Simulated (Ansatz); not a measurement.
# GaP: from supercell energies to defect levels (H interstitial)

Level of theory: DFT PBE, scalar-relativistic, plane waves, PAW in Ansatz. Run with 420 eV cutoff, 3×3×3 k-mesh, Gaussian smearing of 0.01 eV, collinear spin in charge 0 alone.

Host crystal, relaxed:

```
Ga P
1.0
     0.00000    2.75256    2.75256
     2.75256    0.00000    2.75256
     2.75256    2.75256    0.00000
Ga P
1 1
Direct
  0.00000 0.00000 0.00000
  0.25000 0.25000 0.25000
```

The H interstitial was set at (0.500, 0.500, 0.500) of the host cell, in a supercell of 16 sites (334 Å³), relaxed at fixed cell in each charge q. The host's Kohn–Sham gap is 1.58 eV and its static dielectric constant 12.9 (mean). For each charge: the supercell's free energy over the neutral one with q electrons exchanged at the valence band top, F(q) − F(0) + qE_v; the image-charge term; and the term that aligns the potential far from the defect with the host's.

```
 q F(q) − F(0) + qE_v (eV) image charge (eV) alignment (eV)
+1                    0.030              0.233          -0.082
 0                    0.000              0.000           0.000
-1                    1.016              0.233          -0.111
```

**Question.** Add the terms and find the levels between neighbouring charges, ε(q/q′) = [A(q′) − A(q)]/(q − q′), with and without the two corrections.

**Answer.** A(q): 0.181 eV for +1, 0.000 eV for 0, 1.138 eV for -1.
```csv
level,corrected (eV over E_v),uncorrected (eV)
(+1/0),-0.18,-0.03
(0/-1),1.14,1.02
```

As a check, a point charge in a simple cubic cell of this volume has q²αe²/(2εL) = 0.229 q² eV (e² = 14.40 eV Å, α = 2.837, L = 6.94 Å); the shape of the real cell can change it somewhat. The term grows as q², so it pushes donor levels down and acceptor levels up. The program doubts the alignment for q = +1, -1, so levels beside it are uncertain by about that term.

**Question.** Which of these charges is lowest with the Fermi level at the valence band top, at mid-gap and at the conduction band bottom?

**Answer.** The line A(q) + qE_F that lies lowest gives the charge: 0 at E_F = 0.00 eV, 0 at E_F = 0.79 eV, -1 at E_F = 1.58 eV. (+1/0) falls outside this Kohn–Sham gap, so the change of charge isn't reached within it; the real gap is usually wider and may hold a localised level, while a level that comes from a carrier in the host's bands only marks the band edge and moves with it. In charge +1, 0 the cell has partly filled levels, from a carrier spread over the host's bands, a defect level that the small cell broadens into a band, or a degenerate defect level that the symmetric start can't split, so the levels beside it are doubtful. In charge +1 the extra carrier sits in the host's bands, sampled away from their edge; a term of -0.18 eV would put the level beside it at that edge (it also undoes corrections that don't apply to a spread carrier) and isn't included above. Charges beyond those computed could lie lower near the band edges.

**Question.** The neutral defect forms at 2.11 eV with atoms taken from and returned to the elements. What are the formation energies at those three Fermi levels, and what share of sites would hold the defect at 1200 K with E_F at mid-gap, if the host still stood at that temperature?

**Answer.** E_f = E_f(0) + A(q) + qE_F = 2.11, 2.11, 1.66 eV. In the dilute limit the share is exp(−E_f/k_BT) = exp(−2.105/0.1034) = 1.4×10⁻⁹, leaving out degeneracy and vibrational entropy. This is the H-rich limit; a poorer supply of H, or a competing compound of it, raises E_f. The small cell and the narrow Kohn–Sham gap leave errors of tenths of an eV or more, which change the share by orders of magnitude.